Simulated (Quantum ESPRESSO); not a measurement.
Co, 2 atoms in the cell. It takes space group P6_3/mmc (No. 194, hexagonal). The conventional cell has a = 2.472 Å, b = 2.472 Å, c = 4.021 Å, α = 90.00°, β = 90.00°, γ = 120.00°. Co (site symmetry -6m2) is surrounded by 12 Co at 2.47 Å. 

| Quantity | Value |
| --- | --- |
| Program | Quantum ESPRESSO 7.5 |
| Task | real-space fields |
| Functional | vdW-DF-cx0 |
| Potentials or basis | PseudoDojo 0.4.1 SR PBE standard |
| Cutoff | 1306 eV |
| Density cutoff | 5225 eV |
| k mesh | 4 × 4 × 2 |
| Occupations | methfessel-paxton, width 0.136 eV |
| Spin | collinear spin, antiferromagnetic start |
| Starting moments | [2.0, -2.0] μB |
| Fixed moment | 2 μB |
| q mesh for exact exchange | 2 × 2 × 1 |
| Cutoff for exact exchange | 2612.29 eV |
| Mixing beta | 0.3 |
| Most SCF iterations | 120 |
| SCF threshold | 1e-07 Ry |

Potentials or basis: PseudoDojo 0.4.1 SR PBE standard.

Run with:

```sh
$ OMP_NUM_THREADS=1 mpirun -n 2 pw.x -in pw.in > pw.out
$ OMP_NUM_THREADS=1 mpirun -n 1 pp.x -in pp_density.in > pp_density.out
$ OMP_NUM_THREADS=1 mpirun -n 1 pp.x -in pp_potential.in > pp_potential.out
$ OMP_NUM_THREADS=1 mpirun -n 1 pp.x -in pp_spin.in > pp_spin.out
$ OMP_NUM_THREADS=1 mpirun -n 1 pp.x -in pp_elf.in > pp_elf.out
```

Hardware: 2 MPI ranks on Arm Neoverse V2, on a shared host.

**Question.** How long does it take, and how much memory?

**Answer.** It took 12 min on 2 MPI ranks on Arm Neoverse V2, on a shared host, peak memory 0.54 GiB a rank. Counts: scf iterations 99, k pools 1, bands 25, k points 8, g dense 18341.
